## How far off is a coarse k-mesh? A hand estimate for copper

VASP 6.6.1 calculations with LDA and recommended PAW potentials for fcc copper without spin polarisation, in a fixed one-atom cell of 11.81 Å³, with a 520 eV cutoff and first-order Methfessel-Paxton smearing of 0.1 eV. The sweep value gives the k-mesh divisions along the three reciprocal axes; energies are extrapolated to zero smearing and counted from the 14×14×14 mesh.

| sweep value | energy less tightest (meV/atom) | pressure (GPa) |
| --- | --- | --- |
| 3,3,3 | -331.9 | -15.074 |
| 4,4,4 | 169.7 | -10.164 |
| 6,6,6 | 65.1 | -10.444 |
| 7,7,7 | -40.8 | -11.593 |
| 9,9,9 | -13.6 | -11.343 |
| 11,11,11 | -5.1 | -11.919 |
| 14,14,14 | 0.0 | -11.606 |

For copper, a mesh with 3 divisions along each reciprocal axis misplaces the energy by about a third of an eV per atom. With 6 or 7 divisions the error is some tens of meV, and with 9 it is near 10 meV. All these errors are relative to the 14×14×14 mesh, whose energy is the zero of the column "energy less tightest". The energies compared are those extrapolated to zero smearing.

The sign follows a pattern too. Below 14 divisions, even meshes lie above the zero and odd meshes below it. The low energy of the 3×3×3 mesh is therefore a sampling error and no sign of a better calculation, because a finer mesh may move the energy either way.

Both size and sign are captured by a short rule for an n×n×n mesh:

error ≈ (−1)ⁿ × 12 eV / n³ per atom

### Where the rule comes from

The energy of a crystal contains an average of the band energy over all wave vectors k, and a mesh replaces this average by a sum over points. Write the band energy as a sum of waves cos(k·R), one for each lattice vector R. On a mesh that contains k = 0, a wave whose R is n times a lattice vector has the value 1 at every point. The mesh mistakes it for a constant, and the strengths of all such waves add up to the error.

How fast the error shrinks thus depends on how strong the waves with long R are. In an insulator every band is full or empty, the function to be averaged is smooth, and the long waves die out exponentially. In a metal the occupied energy, measured from the Fermi energy E_F, rises to zero at the Fermi surface and stays zero beyond it. This kink feeds the long waves, whose strength then falls only as 1/R³.

The size follows from the simplest metal, one free electron per atom in a volume V. Its Fermi surface is a sphere of radius k_F, with k_F³ = 3π²/V, and for copper's density E_F is about 7 eV. Each long wave then contributes

2 V E_F sin(k_F R) / (π² R³)

The twelve shortest vectors of the fcc lattice have the length d, with d³ = √2 V. Setting R = n d and adding the twelve terms gives an amplitude of 12 √2 E_F / (π² n³), or about 1.7 E_F / n³. This is the 12 eV of the rule, obtained from the density of copper alone. The model ignores copper's filled d bands and their mixing with the s band, so it can be expected to give the size only roughly.

The sign comes from the sine. Each further division advances its argument by k_F d, about 3.5, which is close to π, so the sine tends to change sign at every step. The step exceeds π by about 0.33, however, so the sine slowly slips out of step, and for the sphere the pattern of even above and odd below reverses after about ten divisions. The rule goes further and replaces the sine by +1 or −1, a simplification taken from the signs in the table. The cubic term is thus an envelope, and the sign should not be carried beyond the meshes tested.

### Two rows by hand

For the 4×4×4 mesh, n³ is 64 and n is even. The estimate is +12 000 meV / 64, or about +190 meV per atom, where the calculation gives +169.7.

For the 9×9×9 mesh, n³ is 729 and n is odd. The estimate is −12 000 meV / 729, or about −16 meV, against a computed −13.6. Neither row was used to set the 12 eV, so the two sizes test that amplitude, but only in part: the sine was dropped with the table in view, and with the sine kept the estimate for n = 9 would be far smaller. The two signs are no test, since the alternation was read from the table.

### How good it is

On the six meshes below 14 the rule gives the size of the error within a factor of two. It overshoots by about a third at n = 3. On so coarse a mesh the Fermi level itself must shift to hold the number of electrons, a second-order effect that the rule ignores and that is expected to raise the energy. It also leaves out the more distant lattice vectors, and one group of these has an amplitude more than a third of that kept.

At n = 11 the zero itself becomes the difficulty. The rule assigns the 14×14×14 mesh an error of about 4 meV, nearly as much as the 5.1 meV by which the 11×11×11 mesh differs from it. Counted from that shifted zero, the estimate for n = 11 is too large by a factor of 2.6. The sign of that shift is not known, though. The free-electron sine gives the 14×14×14 mesh an error of the same size but negative, and with such a zero the 11×11×11 mesh would lie at −5.1 − 4.4 = −9.5 meV, close to the rule's −9. The rule is thus well tested down to errors of 10 or 20 meV, and hardly below.

The true sine of the free-electron sphere does worse than the plain alternation: counted from the 14×14×14 mesh, it has the wrong sign at n = 9 and n = 11. Copper's real Fermi surface is not a sphere. A slightly smaller extent along the nearest-neighbour direction would bring the step closer to π and keep even meshes above odd ones for more divisions, though not indefinitely. That explanation is a guess.

### Beyond the table

A different formula follows the computed errors more closely. An exponential with two constants, fitted to the sizes on the six meshes below 14, typically misses them by only 5%. It makes the error shrink almost threefold for every two added divisions. A power of n fitted to the same rows has an exponent near −3, as the theory asks, but scatters by about 25%.

Smearing the occupations does round off the kink and must in the end turn the cubic decay into a faster one. At the width used here, however, a rough estimate for Gaussian smearing gives a damping of only about 3% at n = 14, and the Methfessel-Paxton form of these runs should damp less still. Smearing therefore does not explain the close exponential fit. A likelier reading, not tested here, is that the sine slips out of step and shrinks towards n = 11, which would make a cubic decay look faster over these rows; the uncertain zero can act the same way. The exponential would then mean nothing beyond the table, and the choice of formula matters as soon as one extrapolates. For an error of 1 meV the exponential asks for about 14 divisions and the cubic rule for about 23. The cubic rule is the more cautious guide, and only a denser mesh could decide.

### From energy to pressure

The same picture gives a pressure error. When the crystal expands uniformly, k_F d stays fixed and only E_F changes, as V to the power −2/3. The pressure error should then be two thirds of the energy error divided by the volume. With the computed energy errors this works within about 15% for n = 3 and 4, is too small by half at n = 6, and fails from n = 7 on.

The computed pressures settle unevenly as well: the 11×11×11 mesh is farther from the 14×14×14 value than the 9×9×9 mesh is. A few tenths of a GPa thus remain open. The remaining pressure of nearly −12 GPa is mainly no mesh error, since LDA prefers a smaller copper cell than the one used.

### Using the rule

Among the coarse meshes of this table, neighbouring even and odd meshes make a better test for copper than two odd ones. The only even meshes below 14 are 4 and 6, so the pattern is not established for finer meshes. In another metal k_F d, and with it the pattern of signs, can differ. The pairs 3 and 4, and 6 and 7, enclose the zero of the table. Meshes 9 and 11 both lie below it and differ by 13.6 − 5.1 = 8.5 meV, less than the error of the coarser one.

What counts in the end is the length n d, not n alone. If the edges of the cell are doubled, half as many divisions sample the crystal equally well. The rule holds for meshes that contain k = 0, as is assumed for those in the table. On a mesh shifted by half a step along each reciprocal axis, six of the twelve terms change sign and cancel the other six, so a much smaller error is expected and the estimate has to be made anew. The printed analysis below compares the formulas row by row.

The analysis program printed:

```
fit of lnE on 6 rows (n < 14): constant 7.281 +/- 0.065, coefficient of n -0.5156 +/- 0.0091; rms 0.0499, worst 4,4,4 0.0846, leave-one-out rms 0.0808
  rows outside the fit (model, value, miss): 14,14,14 0.06293, 6.908, -6.84
fit of lnE on 6 rows (n < 14): constant 9.473 +/- 0.52, coefficient of log(n) -3.122 +/- 0.28; rms 0.248, worst 11,11,11 0.357, leave-one-out rms 0.415
  rows outside the fit (model, value, miss): 14,14,14 1.233, 6.908, -5.67
Errors against the 14 mesh (meV/atom and GPa):
       row  computed  cubic rule  computed/rule  rule less its 14 value  sphere sine less its 14 value  fitted exponential  pressure error  pressure estimate
     3,3,3    -331.9      -447.9         0.7411                  -452.3                         -370.6              -309.3          -3.468             -3.002
     4,4,4     169.7       188.9         0.8981                   184.5                          187.6               184.7           1.442              1.535
     6,6,6      65.1       55.98          1.163                   51.58                          55.66               65.86           1.162             0.5888
     7,7,7     -40.8      -35.26          1.157                  -39.66                         -21.54              -39.33           0.013             -0.369
     9,9,9     -13.6      -16.59         0.8199                  -20.99                          1.664              -14.02           0.263             -0.123
  11,11,11      -5.1      -9.085         0.5613                  -13.49                          8.718              -5.001          -0.313           -0.04613
  14,14,14         0       4.407              0                       0                              0               1.065               0                  0
Free-electron Fermi energy (eV): 7.031
Phase advance per mesh step (rad): 3.472
Amplitude C of the cubic rule (eV): 12.09
Hand estimate for n 4 with 12 eV (meV/atom): 187.5
Hand estimate for n 9 with 12 eV (meV/atom): -16.46
Rule less its 14 value over computed at n 11: 2.646
Third shell amplitude over first shell: 0.3849
Smearing damping at n 14, rough (percent): 2.943
Mesh n for 1 meV/atom by the cubic rule, untested: 22.95
Mesh n for 1 meV/atom by the exponential, untested: 14.12
```
